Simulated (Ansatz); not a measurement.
Born–Oppenheimer molecular dynamics of a periodic cell of 30 atoms, BaTiO3 (surface BaTiO3(111)). It goes on from the last frame of an earlier run, with new velocities.

Method: DFT PBEsol, scalar-relativistic, plane waves, PAW (Ansatz 0.2.0). Settings: accuracy low, PAW set soft_1, cutoff 420 eV, k mesh 2x2x1, fermi-dirac smearing 0.02 eV, no spin polarisation.

```json
{
  "ensemble": "NVE (velocity Verlet)",
  "time step": "1 fs",
  "steps asked": "210",
  "starting velocities drawn for": "600 K",
  "atoms held": "1 to 10",
  "seed": "793233"
}
```

Frames 20 fs apart, positions in Å.

Velocities at 40 fs (Å/ps):

```
Ba 0.00 0.00 0.00
Ti 0.00 0.00 0.00
O 0.00 0.00 0.00
O 0.00 0.00 0.00
O 0.00 0.00 0.00
Ba 0.00 0.00 0.00
Ti 0.00 0.00 0.00
O 0.00 0.00 0.00
O 0.00 0.00 0.00
O 0.00 0.00 0.00
Ba 1.20 -1.12 -0.49
Ti -2.30 2.04 -5.42
O -7.61 -13.08 6.80
O -2.92 0.86 5.14
O 3.98 8.86 4.38
Ba -1.74 -1.89 0.73
Ti 1.58 3.46 1.95
O 1.30 4.77 -1.31
O -5.64 0.38 -0.45
O -3.69 -1.13 5.81
Ba -1.65 1.61 -0.04
Ti 2.54 1.41 0.84
O 3.87 5.03 -5.63
O 2.67 -1.42 2.56
O -0.74 5.06 -3.79
Ba 2.45 2.76 0.72
Ti 0.67 -1.47 -0.89
O -0.95 4.64 -10.86
O -6.16 1.10 -6.95
O -1.52 2.59 -2.06
```

```xyz
30
Lattice="6.9337 0.0000 0.0000 -4.6428 6.5586 0.0000 0.0000 0.0000 18.0507" Properties=species:S:1:pos:R:3 time_fs=40 energy_less_start_eV=0.422 T=437
Ba 0.000 0.000 1.000
Ti -1.176 6.497 1.035
O 4.612 0.873 2.379
O -0.046 4.937 1.015
O -2.306 5.726 2.392
Ba 4.612 3.279 1.000
Ti 1.145 3.218 1.035
O 2.291 4.152 2.379
O 2.275 1.658 1.015
O 0.016 2.447 2.392
Ba 2.254 1.636 4.114
Ti 5.769 1.508 4.005
O -0.130 2.473 5.117
O 7.038 0.010 3.789
O 4.580 0.802 5.170
Ba 0.065 4.837 4.205
Ti 3.509 4.883 4.168
O -2.402 5.596 5.387
O 4.495 3.331 3.601
O 2.379 4.035 5.193
Ba 4.548 3.056 7.409
Ti 1.173 3.348 7.013
O 2.224 4.270 8.042
O 2.364 1.625 6.705
O 0.136 2.356 8.068
Ba 2.306 6.701 7.153
Ti -1.208 6.394 7.022
O 4.712 0.553 8.054
O -0.148 4.881 6.604
O -2.276 5.693 8.203
30
Lattice="6.9337 0.0000 0.0000 -4.6428 6.5586 0.0000 0.0000 0.0000 18.0507" Properties=species:S:1:pos:R:3 time_fs=60 energy_less_start_eV=0.706 T=327
Ba 0.000 0.000 1.000
Ti -1.176 6.497 1.035
O 4.612 0.873 2.379
O -0.046 4.937 1.015
O -2.306 5.726 2.392
Ba 4.612 3.279 1.000
Ti 1.145 3.218 1.035
O 2.291 4.152 2.379
O 2.275 1.658 1.015
O 0.016 2.447 2.392
Ba 2.284 1.614 4.110
Ti 5.718 1.565 3.977
O -0.203 2.251 5.238
O 6.936 -0.007 3.790
O 4.653 0.934 5.176
Ba 0.024 4.803 4.207
Ti 3.508 4.921 4.196
O -2.339 5.743 5.315
O 4.474 3.311 3.553
O 2.275 4.036 5.287
Ba 4.518 3.098 7.409
Ti 1.218 3.368 7.015
O 2.302 4.317 7.964
O 2.378 1.639 6.735
O 0.081 2.535 8.042
Ba 2.361 6.744 7.168
Ti -1.204 6.390 7.003
O 4.680 0.700 7.908
O -0.152 4.773 6.530
O -2.330 5.726 8.172
30
Lattice="6.9337 0.0000 0.0000 -4.6428 6.5586 0.0000 0.0000 0.0000 18.0507" Properties=species:S:1:pos:R:3 time_fs=80 energy_less_start_eV=0.431 T=434
Ba 0.000 0.000 1.000
Ti -1.176 6.497 1.035
O 4.612 0.873 2.379
O -0.046 4.937 1.015
O -2.306 5.726 2.392
Ba 4.612 3.279 1.000
Ti 1.145 3.218 1.035
O 2.291 4.152 2.379
O 2.275 1.658 1.015
O 0.016 2.447 2.392
Ba 2.315 1.599 4.115
Ti 5.697 1.638 4.073
O -0.035 2.267 5.257
O 6.881 -0.145 3.611
O 4.503 0.835 5.123
Ba -0.022 4.777 4.180
Ti 3.416 4.909 4.185
O -2.314 5.836 5.149
O 4.585 3.321 3.549
O 2.326 4.134 5.203
Ba 4.503 3.156 7.411
Ti 1.237 3.364 6.991
O 2.346 4.280 8.004
O 2.308 1.700 6.718
O -0.018 2.707 8.158
Ba 2.418 6.774 7.189
Ti -1.201 6.425 6.996
O 4.642 0.776 7.906
O -0.094 4.719 6.619
O -2.313 5.766 8.106
30
Lattice="6.9337 0.0000 0.0000 -4.6428 6.5586 0.0000 0.0000 0.0000 18.0507" Properties=species:S:1:pos:R:3 time_fs=100 energy_less_start_eV=0.525 T=397
Ba 0.000 0.000 1.000
Ti -1.176 6.497 1.035
O 4.612 0.873 2.379
O -0.046 4.937 1.015
O -2.306 5.726 2.392
Ba 4.612 3.279 1.000
Ti 1.145 3.218 1.035
O 2.291 4.152 2.379
O 2.275 1.658 1.015
O 0.016 2.447 2.392
Ba 2.336 1.593 4.114
Ti 5.689 1.673 4.187
O 0.051 2.340 5.144
O 6.850 -0.153 3.457
O 4.519 0.733 5.053
Ba -0.070 4.769 4.133
Ti 3.370 4.952 4.032
O -2.400 5.766 5.074
O 4.747 3.260 3.687
O 2.284 4.101 5.280
Ba 4.506 3.228 7.419
Ti 1.196 3.340 7.043
O 2.312 4.185 8.052
O 2.233 1.743 6.680
O 0.013 2.787 8.215
Ba 2.462 6.793 7.227
Ti -1.149 6.488 6.963
O 4.650 0.739 7.984
O -0.113 4.918 6.663
O -2.314 5.781 8.086
30
Lattice="6.9337 0.0000 0.0000 -4.6428 6.5586 0.0000 0.0000 0.0000 18.0507" Properties=species:S:1:pos:R:3 time_fs=120 energy_less_start_eV=0.424 T=436
Ba 0.000 0.000 1.000
Ti -1.176 6.497 1.035
O 4.612 0.873 2.379
O -0.046 4.937 1.015
O -2.306 5.726 2.392
Ba 4.612 3.279 1.000
Ti 1.145 3.218 1.035
O 2.291 4.152 2.379
O 2.275 1.658 1.015
O 0.016 2.447 2.392
Ba 2.345 1.601 4.104
Ti 5.707 1.656 4.135
O 0.030 2.396 5.206
O 6.879 -0.009 3.462
O 4.622 0.681 5.216
Ba -0.110 4.782 4.081
Ti 3.292 4.971 3.947
O -2.515 5.699 5.113
O 4.718 3.205 3.813
O 2.350 4.171 5.139
Ba 4.522 3.310 7.433
Ti 1.132 3.365 7.082
O 2.289 4.163 8.164
O 2.270 1.682 6.660
O 0.010 2.680 8.238
Ba 2.484 6.793 7.283
Ti -1.078 6.552 6.948
O 4.704 0.759 8.078
O -0.091 5.037 6.572
O -2.326 5.819 8.039
30
Lattice="6.9337 0.0000 0.0000 -4.6428 6.5586 0.0000 0.0000 0.0000 18.0507" Properties=species:S:1:pos:R:3 time_fs=140 energy_less_start_eV=0.344 T=467
Ba 0.000 0.000 1.000
Ti -1.176 6.497 1.035
O 4.612 0.873 2.379
O -0.046 4.937 1.015
O -2.306 5.726 2.392
Ba 4.612 3.279 1.000
Ti 1.145 3.218 1.035
O 2.291 4.152 2.379
O 2.275 1.658 1.015
O 0.016 2.447 2.392
Ba 2.346 1.615 4.102
Ti 5.761 1.594 4.097
O -0.093 2.378 5.275
O 6.934 0.149 3.521
O 4.759 0.804 5.299
Ba -0.145 4.814 4.037
Ti 3.285 5.021 3.981
O -2.506 5.765 5.149
O 4.526 3.187 3.721
O 2.187 4.124 5.065
Ba 4.548 3.393 7.446
Ti 1.084 3.424 7.098
O 2.196 4.163 8.192
O 2.374 1.703 6.674
O 0.014 2.541 8.178
Ba 2.485 6.773 7.349
Ti -1.017 6.634 6.978
O 4.692 0.805 8.121
O 0.049 4.849 6.525
O -2.241 5.869 7.976
30
Lattice="6.9337 0.0000 0.0000 -4.6428 6.5586 0.0000 0.0000 0.0000 18.0507" Properties=species:S:1:pos:R:3 time_fs=160 energy_less_start_eV=0.381 T=453
Ba 0.000 0.000 1.000
Ti -1.176 6.497 1.035
O 4.612 0.873 2.379
O -0.046 4.937 1.015
O -2.306 5.726 2.392
Ba 4.612 3.279 1.000
Ti 1.145 3.218 1.035
O 2.291 4.152 2.379
O 2.275 1.658 1.015
O 0.016 2.447 2.392
Ba 2.342 1.643 4.112
Ti 5.802 1.591 4.111
O -0.125 2.395 5.255
O 7.026 0.068 3.546
O 4.713 0.803 5.294
Ba -0.180 4.851 4.007
Ti 3.326 5.024 4.121
O -2.444 5.806 5.138
O 4.431 3.241 3.458
O 2.067 4.124 5.027
Ba 4.579 3.465 7.457
Ti 1.083 3.433 7.053
O 2.191 4.257 8.216
O 2.522 1.758 6.686
O 0.000 2.482 8.133
Ba 2.472 6.737 7.415
Ti -0.975 6.728 6.986
O 4.693 0.869 8.188
O -0.029 4.883 6.583
O -2.137 5.830 8.021
```

Of the whole run (210 fs, mean temperature of the second half 443 K): The conserved energy stayed within 0.035 meV per atom of its start (net change 0.025 meV per atom), so the integration is sound. A run of 0.21 ps of so small a system gives no equilibrium averages. Limits of this set-up: coarse k mesh, thin slab, slab without dipole correction, PAW files made for another functional, a typed lattice constant that wasn't relaxed here, low accuracy level.

The run took 23 min on 4 threads of Arm Neoverse V2, on a shared host, peak memory 2.8 GiB.
